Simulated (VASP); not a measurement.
# Mg (Fm-3m) in VASP: single point with PBEsol

Aim: the single point of Mg with PBEsol.

Everything below comes from runs of VASP 6.6.1. Logs are shortened: lines on timing, memory, paths and dates and some standing lists are left out, and cuts for length are marked.

## Step 1: The cell of the first run

It takes space group Fm-3m (No. 225, cubic). Conventional cell: a = 5.213 Å, b = 5.213 Å, c = 5.213 Å, α = 90.00°, β = 90.00°, γ = 90.00°. Mg (site symmetry m-3m) has 12 Mg at 3.69 Å as nearest neighbours.

This isn't the form of Mg at room conditions, which is hcp.

## Step 2: Single point, PBEsol (Hg replaced by Mg, lengths x 1.041, strained and moved within the space group)

INCAR reads:

```
SYSTEM = Mg
  ALGO = Normal
  EDIFF = 1E-6
  ENCUT = 520
  GGA = PS
  ISIF = 2
  ISMEAR = 0
  LASPH = .True.
  LCHARG = .True.
  LELF = .True.
  LREAL = .False.
  LVHAR = .True.
  LWAVE = .False.
  NBANDS = 7
  NELM = 100
  PREC = Accurate
  SIGMA = 0.1
```

KPOINTS reads:

```
k-points
0
Gamma
  6 6 6
  0 0 0
```

POSCAR reads:

```
Mg
1.0
    0.0000000000      2.6065072545      2.6065072545
    2.6065072545      0.0000000000      2.6065072545
    2.6065072545      2.6065072545      0.0000000000
Mg
1
Direct
    0.0000000000      0.0000000000      0.0000000000
```

Potentials or basis: VASP PAW PBE potentials, release 64 (Mg).

Started as:

```
$ cat potpaw_PBE.64/Mg/POTCAR > POTCAR
$ mpirun -np 1 vasp_std > vasp.out
```

OUTCAR:

```text
SYSTEM = Mg
   EDIFF = 1E-6
   ENCUT = 520
   GGA = PS
   ISIF = 2
   ISMEAR = 0
   LASPH = .True.
   LREAL = .False.
   NELM = 100
   PREC = Accurate

 ion  position               nearest neighbor table
   1  0.000  0.000  0.000-

  LATTYP: Found a face centered cubic cell.
 ALAT       =     5.2130145090

  Lattice vectors:

 A1 = (   0.0000000000,   2.6065072545,   2.6065072545)
 A2 = (   2.6065072545,   0.0000000000,   2.6065072545)
 A3 = (   2.6065072545,   2.6065072545,   0.0000000000)

Analysis of symmetry for initial positions (statically):
=====================================================================
 Subroutine PRICEL returns:
 Original cell was already a primitive cell.

 Routine SETGRP: Setting up the symmetry group for a
 face centered cubic supercell.

 Subroutine GETGRP returns: Found 48 space group operations
 (whereof 48 operations were pure point group operations)
 out of a pool of 48 trial point group operations.

The static configuration has the point symmetry O_h .

Analysis of symmetry for dynamics (positions and initial velocities):
=====================================================================
 Subroutine PRICEL returns:
 Original cell was already a primitive cell.

 Routine SETGRP: Setting up the symmetry group for a
 face centered cubic supercell.

 Subroutine GETGRP returns: Found 48 space group operations
 (whereof 48 operations were pure point group operations)
 out of a pool of 48 trial point group operations.

The dynamic configuration has the point symmetry O_h .

 Subroutine INISYM returns: Found 48 space group operations
 (whereof 48 operations are pure point group operations),
 and found     1 'primitive' translations

----------------------------------------------------------------------------------------

                                     Primitive cell

  volume of cell :      35.4166

  direct lattice vectors                    reciprocal lattice vectors
     0.000000000  2.606507254  2.606507254    -0.191827588  0.191827588  0.191827588
     2.606507254  0.000000000  2.606507254     0.191827588 -0.191827588  0.191827588
     2.606507254  2.606507254  0.000000000     0.191827588  0.191827588 -0.191827588

  length of vectors
     3.686157910  3.686157910  3.686157910     0.332255129  0.332255129  0.332255129

  position of ions in fractional coordinates (direct lattice)
     0.000000000  0.000000000  0.000000000

  ion indices of the primitive-cell ions
   primitive index   ion index
                 1           1

----------------------------------------------------------------------------------------

 KPOINTS: k-points

Automatic generation of k-mesh.
 Grid dimensions read from file:
 generate k-points for:    6    6    6

 Generating k-lattice:

  Cartesian coordinates                     Fractional coordinates (reciprocal lattice)
    -0.031971265  0.031971265  0.031971265     0.166666667  0.000000000  0.000000000
     0.031971265 -0.031971265  0.031971265     0.000000000  0.166666667  0.000000000
     0.031971265  0.031971265 -0.031971265     0.000000000  0.000000000  0.166666667

  Length of vectors
     0.055375855  0.055375855  0.055375855

  Shift w.r.t. Gamma in fractional coordinates (k-lattice)
     0.000000000  0.000000000  0.000000000

 Subroutine IBZKPT returns following result:
 ===========================================

 Found     16 irreducible k-points:

 Following reciprocal coordinates:
            Coordinates               Weight
  0.000000  0.000000  0.000000      1.000000
  0.166667  0.000000  0.000000      8.000000
  0.333333  0.000000  0.000000      8.000000
  0.500000  0.000000  0.000000      4.000000
  0.166667  0.166667  0.000000      6.000000
  0.333333  0.166667  0.000000     24.000000
  0.500000  0.166667  0.000000     24.000000
 -0.333333  0.166667  0.000000     24.000000
 -0.166667  0.166667  0.000000     12.000000
  0.333333  0.333333  0.000000      6.000000
  0.500000  0.333333  0.000000     24.000000
 -0.333333  0.333333  0.000000     12.000000
  0.500000  0.500000  0.000000      3.000000
  0.500000  0.333333  0.166667     24.000000
 -0.333333  0.333333  0.166667     24.000000
 -0.333333  0.500000  0.166667     12.000000
   k-points           NKPTS =     16   k-points in BZ     NKDIM =     16   number of bands    NBANDS=      7
   number of dos      NEDOS =    301   number of ions     NIONS =      1
   total plane-waves  NPLWV =  21952
   dimension x,y,z NGX =    28 NGY =   28 NGZ =   28
   dimension x,y,z NGXF=    56 NGYF=   56 NGZF=   56
   ions per type =               1
   NGX,Y,Z   is equivalent  to a cutoff of  12.63, 12.63, 12.63 a.u.
   NGXF,Y,Z  is equivalent  to a cutoff of  25.26, 25.26, 25.26 a.u.
 SYSTEM =  Mg
   PREC   = accura    normal or accurate (medium, high low for compatibility)
   ISTART =      0    job   : 0-new  1-cont  2-samecut
   ICHARG =      2    charge: 1-file 2-atom 10-const
   ISPIN  =      1    spin polarized calculation?
   LNONCOLLINEAR =      F non collinear calculations
   LSORBIT =      F    spin-orbit coupling
   LASPH  =      T    aspherical Exc in radial PAW
   ENCUT  =  520.0 eV  38.22 Ry    6.18 a.u.   6.85  6.85  6.85*2*pi/ulx,y,z
   NELM   =    100;   NELMIN=  2; NELMDL= -5     # of ELM steps
   EDIFF  = 0.1E-05   stopping-criterion for ELM
   LREAL  =      F    real-space projection
   EDIFFG = 0.1E-04   stopping-criterion for IOM
   NSW    =      0    number of steps for IOM
   IBRION =     -1    ionic relax: 0-MD 1-quasi-New 2-CG
   NFREE  =      0    steps in history (QN), initial steepest desc. (CG)
   ISIF   =      2    stress and relaxation
   ISYM   =      2    0-nonsym 1-usesym 2-fastsym
   POTIM  = 0.5000    time-step for ionic-motion
   TEBEG  =    0.0;   TEEND  =   0.0 temperature during run
   PSTRESS=    0.0 pullay stress
   NELECT =       2.0000    total number of electrons
   NUPDOWN=      -1.0000    fix difference up-down
   EMIN   =  10.00;   EMAX   =-10.00  energy-range for DOS
   EFERMI =   0.00;   METHOD = LEGACY
   ISMEAR =     0;   SIGMA  =   0.10  broadening in eV -4-tet -1-fermi 0-gaus
   EFERMI_NEDOS =   21; number of points for ismear=-14 and -15
   IALGO  =     38    algorithm
   IMIX   =      4    mixing-type and parameters
     AMIX     =   0.40;   BMIX     =  1.00
     AMIX_MAG =   1.60;   BMIX_MAG =  1.00
  volume/ion in A,a.u.               =      35.42       239.00
  Fermi-wavevector in a.u.,A,eV,Ry     =   0.628081  1.186902  5.367310  0.394486
  Thomas-Fermi vector in A             =   1.689903
   LORBIT       =      0    0 simple, 1 ext, 2 COOP (PROOUT), +10 PAW based schemes
   GGA     = PS    functional components
   LHFCALC =     F    Hartree Fock is set to
   AEXX    =    0.0000 exact exchange contribution
   IVDW    =     0    specifies the selected vdW correction
   LEPSILON=     F    determine dielectric tensor
   LRPA    =     F    only Hartree local field effects (RPA)
 non-spin polarized calculation
 Gauss-broadening in eV      SIGMA  =   0.10
  energy-cutoff  :      520.00
  volume of cell :       35.42
 maximum number of plane-waves:       962
   NGX = 13   NGY = 13   NGZ = 13

 number of electron       2.0000000 magnetization

 Free energy of the ion-electron system (eV)
  ---------------------------------------------------
  ext. energy  EPLUGINS =         0.00000000
  ---------------------------------------------------
  free energy    TOTEN  =        -1.26646440 eV

  energy without entropy =       -1.25824639  energy(sigma->0) =       -1.26235540

 E-fermi :   0.7806     XC(G=0):  -7.2719

 val. band max:        0.6835078816   @ k =   0.5000   0.5000   0.0000
 cond. band min:       0.8242011499   @ k =  -0.3333   0.3333   0.1667
 fundamental gap:      0.1406932683
 Fermi energy:         0.7806348852

 k-point     1 :       0.0000    0.0000    0.0000
  band No.  band energies     occupation
      1      -4.5617      2.00000
      2      10.6469      0.00000
      3      10.6469      0.00000
      4      10.6469      0.00000
      5      10.6846      0.00000
      6      10.6846      0.00000
      7      10.6846      0.00000

 k-point     2 :       0.1667    0.0000    0.0000
  band No.  band energies     occupation
      1      -4.1016      2.00000
      2       6.5051      0.00000
      3       9.4376      0.00000
      4       9.4376      0.00000
      5      11.1420      0.00000
      6      12.2886      0.00000
      7      12.2886      0.00000

 k-point     3 :       0.3333    0.0000    0.0000
  band No.  band energies     occupation
      1      -2.7310      2.00000
      2       2.6386      0.00000
      3       8.9994      0.00000
      4       8.9994      0.00000
      5      10.8031      0.00000
      6      10.8031      0.00000
      7      10.9106      0.00000

 k-point     4 :       0.5000    0.0000    0.0000
  band No.  band energies     occupation
      1      -0.6118      2.00000
      2      -0.3248      2.00000
      3       9.1341      0.00000
      4       9.1341      0.00000
      5       9.8606      0.00000
      6       9.8606      0.00000
      7      11.2498      0.00000

 k-point     5 :       0.1667    0.1667    0.0000
  band No.  band energies     occupation
      1      -3.9485      2.00000
      2       7.9450      0.00000
      3       7.9450      0.00000
      4       8.4116      0.00000
      5       9.2389      0.00000
      6      10.3137      0.00000
      7      14.2643      0.00000

 k-point     6 :       0.3333    0.1667    0.0000
  band No.  band energies     occupation
      1      -2.8818      2.00000
      2       4.2240      0.00000
      3       7.2581      0.00000
      4       7.6349      0.00000
      5       8.3027      0.00000
      6      11.2044      0.00000
      7      13.8362      0.00000

 k-point     7 :       0.5000    0.1667    0.0000
  band No.  band energies     occupation
      1      -0.9273      2.00000
      2       0.8787      0.16541
      3       6.1282      0.00000
      4       7.3922      0.00000
      5       8.4297      0.00000
      6      12.4245      0.00000
      7      13.4658      0.00000

 k-point     8 :      -0.3333    0.1667    0.0000
  band No.  band energies     occupation
      1      -1.6740      2.00000
      2       1.9026      0.00000
      3       5.4214      0.00000
      4       8.3363      0.00000
      5       9.4542      0.00000
      6      11.7701      0.00000
      7      13.0110      0.00000

 k-point     9 :      -0.1667    0.1667    0.0000
  band No.  band energies     occupation
      1      -3.3381      2.00000
      2       5.2967      0.00000
      3       5.7794      0.00000
      4       9.9955      0.00000
      5      11.2760      0.00000
      6      11.8376      0.00000
      7      12.1171      0.00000

 k-point    10 :       0.3333    0.3333    0.0000
  band No.  band energies     occupation
      1      -2.1237      2.00000
      2       4.9877      0.00000
      3       6.2965      0.00000
      4       6.2965      0.00000
      5       6.6291      0.00000
      6       7.8976      0.00000
      7      17.1869      0.00000

 k-point    11 :       0.5000    0.3333    0.0000
  band No.  band energies     occupation
      1      -0.4745      2.00000
      2       3.0004      0.00000
      3       3.1742      0.00000
      4       6.1587      0.00000
      5       7.0884      0.00000
      6      10.1540      0.00000
      7      16.0462      0.00000

 k-point    12 :      -0.3333    0.3333    0.0000
  band No.  band energies     occupation
      1       0.2658      2.00000
      2       1.8374      0.00000
      3       2.3078      0.00000
      4       6.8440      0.00000
      5       7.8602      0.00000
      6      13.9436      0.00000
      7      15.0183      0.00000

 k-point    13 :       0.5000    0.5000    0.0000
  band No.  band energies     occupation
      1       0.6835      1.83043
      2       1.0815      0.00002
      3       5.7464      0.00000
      4       5.7464      0.00000
      5       6.0271      0.00000
      6       7.3105      0.00000
      7      18.8505      0.00000

 k-point    14 :       0.5000    0.3333    0.1667
  band No.  band energies     occupation
      1      -1.5219      2.00000
      2       3.5691      0.00000
      3       4.0607      0.00000
      4       5.5784      0.00000
      5      10.4930      0.00000
      6      10.9960      0.00000
      7      12.5946      0.00000

 k-point    15 :      -0.3333    0.3333    0.1667
  band No.  band energies     occupation
      1       0.6093      1.98463
      2       0.8242      0.53782
      3       4.1830      0.00000
      4       4.3731      0.00000
      5      10.9457      0.00000
      6      11.4449      0.00000
      7      14.1619      0.00000

 k-point    16 :      -0.3333    0.5000    0.1667
  band No.  band energies     occupation
      1       1.2604      0.00000
      2       1.6777      0.00000
      3       2.9924      0.00000
      4       3.5001      0.00000
      5       9.9273      0.00000
      6      10.5404      0.00000
      7      15.0237      0.00000

------------------------ aborting loop because EDIFF is reached ----------------------------------------

  FORCE on cell =-STRESS in cart. coord.  units (eV):
  Direction    XX          YY          ZZ          XY          YZ          ZX
  --------------------------------------------------------------------------------------
  -------------------------------------------------------------------------------------
  Total       -1.2705316     -1.2705316     -1.2705316     -0.0000000     -0.0000000     -0.0000000
  in kB      -57.4763598    -57.4763598    -57.4763598     -0.0000000     -0.0000000     -0.0000000
  external PRESSURE =     -57.4763598 kB  Pullay stress =       0.0000000 kB

 VOLUME and BASIS-vectors are now :
 -----------------------------------------------------------------------------
  energy-cutoff  :      520.00
  volume of cell :       35.42
      direct lattice vectors                 reciprocal lattice vectors
     0.000000000  2.606507254  2.606507254    -0.191827588  0.191827588  0.191827588
     2.606507254  0.000000000  2.606507254     0.191827588 -0.191827588  0.191827588
     2.606507254  2.606507254  0.000000000     0.191827588  0.191827588 -0.191827588

 POSITION                                       TOTAL-FORCE (eV/Angst)
 -----------------------------------------------------------------------------------
      0.00000      0.00000      0.00000         0.000000      0.000000      0.000000
 -----------------------------------------------------------------------------------
    total drift:                                0.000000     -0.000000     -0.000000

  FREE ENERGIE OF THE ION-ELECTRON SYSTEM (eV)
  ---------------------------------------------------
  free  energy   TOTEN  =        -1.2664644017 eV

  energy  without entropy=       -1.2582463923  energy(sigma->0) =       -1.26235540
```

It took 4.5 s on 1 thread of Intel Xeon Platinum 8488C (Sapphire Rapids), shared host; peak memory 0.14 GiB.

Results:

* Free energy: -1.2665 eV
* Pressure: -5.7 GPa
* Band gap on the k mesh: none (metal or under the smearing width)

Caveat: the PAW data sets were made with another functional, which shifts forces and pressure a little.
